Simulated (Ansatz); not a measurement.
TiB2:

```xyz
3
Lattice="3.0292 0.0000 0.0000 -1.5146 2.6234 0.0000 0.0000 0.0000 3.2284" Properties=species:S:1:pos:R:3 pbc="T T T"
Ti    0.0000    0.0000    0.0000
B     1.5146    0.8745    1.6142
B     0.0000    1.7489    1.6142
```

Below is the output of Ansatz 0.2.0 for this cell. Logs are shortened: lines on timing, memory, paths and dates and some standing lists are left out, and cuts for length are marked.

```text
Warning: RAYON_NUM_THREADS=2 ignored (pool sized by the plan → 2); use --threads N
scf.n_extra_bands = 7 over 9 filled bands (N_el = 18.0): the run solves 16 bands
Engine: ansatz 0.2.0, aarch64-unknown-linux-gnu
Pseudopotentials: kind: paw
Pseudopotential: Ti, paw, valence charge 12, recommended cutoff 420 eV (normal), Ti.paw.azcp
Pseudopotential: B, paw, valence charge 3, recommended cutoff 420 eV (normal), B.paw.azcp
Functional definition: PBEsol
  exchange = pbesol_x
  correlation = pbesol_c
Crystal: 3 atoms, lattice volume = 25.655 Å³
Basis set: ecut = 420 eV, 503 PW (Γ), exchange–correlation on 48×48×48 points (8 copies of the dense FFT grid, shifted against one another)
Bands: 16, of which v1, the nominal top of the filled ones, is band 9 counted from 1 (8 counted from 0)
Symmetry: 24 space group operations
Space group: P6/mmm (ITA 191), of the structure as read, at distance tolerance 2.9e-5 Å
k-points: 70 of 800
Non-local potential: Ti, projectors of the file, l = 0: 3, l = 1: 2, l = 2: 3, l = 3: 1
Non-local potential: B, projectors of the file, l = 0: 2, l = 1: 2, l = 2: 1
PAW form: soft (Blöchl's): semilocal exchange-correlation on the pseudo side does not see the compensation charge
PAW frozen core: Ti, regenerated for the run's functional, and the local potential with it (the file was generated under x = pbe(κ = 0.804, μ = 0.2195149727645171), c = pbe(β = 0.06672455060314922))
PAW frozen core: B, regenerated for the run's functional, and the local potential with it (the file was generated under x = pbe(κ = 0.804, μ = 0.2195149727645171), c = pbe(β = 0.06672455060314922))
PAW one-centre angular grid: Ti, 590 points (default); XC on 64 Gauss nodes
PAW one-centre angular grid: B, 110 points (default); XC on 64 Gauss nodes
Initial density: superposition of atomic densities (neutral atoms: chi_scale 0, normalization atom), corrected by the library's trained network
Initial wavefunctions: pseudopotential atomic-orbital guess
Functional: x = pbesol(κ = 0.804, μ = 0.12345679012345678), c = pbesol(β = 0.046)
SCF iter   1: F=—  HF=-2782.611307 eV  |F-HF|=—  |Δ(HF+E_count)|=         —  Δρ=6.49e-3  dr2=8.31e-3  ethr=1.77e-3  ⟨swp⟩=5.0  Hψ=5179  notcnv=0
preconditioner: auto → none  [metal: Δε(μ)=0.010 eV  Ē_g=10.452 eV  σ=0.050 eV  W_gap=0.05  n_scr=8 (ndim 8)  ℏωp=23.2 eV  f_vac=0.000  D(μ)=0.83/eV (n_scr^D=8)  sad-step TF]
SCF iter   2: F=—  HF=-2782.608450 eV  |F-HF|=—  |Δ(HF+E_count)|=   2.86e-3  Δρ=3.29e-3  dr2=2.69e-3  ethr=4.62e-5  ⟨swp⟩=2.0  Hψ=2039  notcnv=0  defer=82
SCF iter   3: F=—  HF=-2782.607404 eV  |F-HF|=—  |Δ(HF+E_count)|=   1.05e-3  Δρ=4.82e-4  dr2=8.68e-5  ethr=1.49e-5  ⟨swp⟩=2.5  Hψ=1815  notcnv=0  defer=82
SCF iter   4: F=—  HF=-2782.607377 eV  |F-HF|=—  |Δ(HF+E_count)|=   2.73e-5  Δρ=6.80e-5  dr2=1.61e-6  ethr=4.82e-7  ⟨swp⟩=2.2  Hψ=1272  notcnv=0  defer=82
iter 5 did not close the SCF: its close was put off for the readings that it lacked (scf_convergence_deferred on its scf_iter line)
SCF iter   5: F=-2782.607376 eV  HF=-2782.607376 eV  |F-HF|=1.67e-8  |Δ(HF+E_count)|=   2.88e-7  Δρ=9.15e-6  dr2=2.11e-8  ethr=8.92e-9  ⟨swp⟩=2.4  Hψ=1402  notcnv=0  defer=82
SCF iter   6: F=-2782.607376 eV  HF=-2782.607376 eV  |F-HF|=3.68e-11  |Δ(HF+E_count)|=   8.51e-9  Δρ=1.30e-6  dr2=2.23e-10  ethr=1.17e-10  ⟨swp⟩=7.3  Hψ=5978  notcnv=0
SCF 1 converged in 6 iterations: F = -2782.607376 eV  dr2 = 2.23e-10
  greatest PAW one-centre occupation: 0.999 electrons in one spin orbital (limit 2), on the Ti atom at site 0 (counted from 0), in its partial waves of l = 0
NSCF: frozen V_eff on 129 k-points
SCF converged after 6 iterations
Free energy (F): -2782.607376 eV
Harris-Foulkes:  -2782.607376 eV  (|F-HF|=3.68e-11)
Internal energy: -2782.601065 eV  (E = F + TS)
E sigma→0 (E₀):  -2782.604221 eV
Entropy (-TS):   -0.006311 eV (-2.104 meV/atom)
Fermi energy:    15.010278 eV
--- Per-component energies (eV) ---
  E_band       = -93.838769
  E_kinetic    = 375.548345
  E_local      = -788.116620  (includes V_loc(G=0)·N_el)
  E_nonlocal   = 30.077335
  E_hartree    = 333.224219
  E_xc         = -164.115526
  E_vxc        = -202.271797  (∫ρ·V_xc dr)
  E_paw        = -1173.204795  (= ΣΔE_a)
  E_vpaw       = -175.525001  (= ΣTr[D̂ρ^β])
  E_aug_tail   = 0.000090  (compensation charges beyond the density's cutoff)
  E_ewald      = -1396.182920
  E_core_change = 0.168806  (= ΣΔE_core)
  E_smearing   = -0.006311  (= −TS)
  E_closure    = -0.000000  (closes the sum)
  Σ components = -2782.607376   (vs F -2782.607376, Δ=0.00e0)
--- Forces (eV/Å), atoms counted from 1 ---
  atom   1  Ti    -0.00000000     0.00000000     0.00000000
  atom   2  B      0.00000000     0.00000000     0.00000000
  atom   3  B     -0.00000000    -0.00000000     0.00000000
  max |Σ_I F_I| component: 3.70e-17 eV/Å
--- Stress (GPa, compression-positive) ---
       -4.324508       0.000000      -0.000000
        0.000000      -4.324508      -0.000000
       -0.000000      -0.000000      -6.524868
  P = ⅓ Tr σ = -5.0580 GPa (-50.580 kbar)
--- Band table (eV; the first three rows and the last of 70) ---
  k-point 0: bands = ["-41.5939", "-18.0550", "-17.7451", "-17.7451", "1.6003", "12.4790", "12.4790", "12.7705", "12.9270", "16.9816", "16.9816", "18.7586", "18.7586", "20.8435", "20.8435", "22.0387"]
  k-point 1: bands = ["-41.5917", "-18.0855", "-17.7427", "-17.7427", "1.8082", "11.2214", "12.6440", "12.6440", "14.2669", "16.5005", "16.5005", "18.4017", "18.4017", "21.5973", "21.5973", "21.9762"]
  k-point 2: bands = ["-41.5864", "-18.1586", "-17.7369", "-17.7369", "2.3810", "9.5473", "13.1276", "13.1276", "15.4529", "15.6915", "15.6915", "17.4844", "17.4844", "21.8328", "23.1531", "23.1531"]
  k-point 69: bands = ["-41.5176", "-18.1530", "-18.0381", "-17.9613", "6.0530", "7.0590", "9.4367", "11.7158", "12.0174", "17.5939", "19.0454", "19.2040", "19.4948", "20.2000", "22.1699", "25.7543"]
```

Write the input and the command behind it.

Band structure with PBEsol, no spin polarisation. The files as run (others can give the same):

input.yaml
```yaml
crystal:
  lattice:
    - [3.0292, 0.0, 0.0]
    - [-1.5146, 2.6233641531, 0.0]
    - [0.0, 0.0, 3.2284]
  atoms:
    - { symbol: Ti, position: [0.0, 0.0, 0.0] }
    - { symbol: B, position: [0.6666666667, 0.3333333333, 0.5] }
    - { symbol: B, position: [0.3333333333, 0.6666666667, 0.5] }
hamiltonian:
  xc: pbesol
  pseudopotentials: { kind: paw }
kpoints:
  mp_grid: { grid: [10, 10, 8] }
  band_path:
    path:
      - [[0.0, 0.0, 0.0], [0.5, 0.0, 0.0], [0.3333333333, 0.3333333333, 0.0], [0.0, 0.0, 0.0], [0.0, 0.0, 0.5], [0.5, 0.0, 0.5], [0.3333333333, 0.3333333333, 0.5], [0.0, 0.0, 0.5]]
      - [[0.5, 0.0, 0.5], [0.5, 0.0, 0.0]]
      - [[0.3333333333, 0.3333333333, 0.0], [0.3333333333, 0.3333333333, 0.5]]
    npoints: 14
scf:
  occupations: { method: fermi_dirac, width: 0.05 }
  n_extra_bands: 7
output:
  forces: true
  stress: true
  eigenvalues: true
  fatbands: true
  write_density: true
  write_potential: true
  elf: true
  volumetric_format: npy
```

Potentials or basis: Ansatz PAW.
Command:
```bash
$ ansatz run input.yaml --threads 2 --pin off --max-ram 5632MiB --backend cpu --events-out ev --progress --plain --runs-dir out
```

Caveat: the PAW data sets come from PBE, with cores solved anew for the run's functional, which leaves a small shift of forces and pressure.
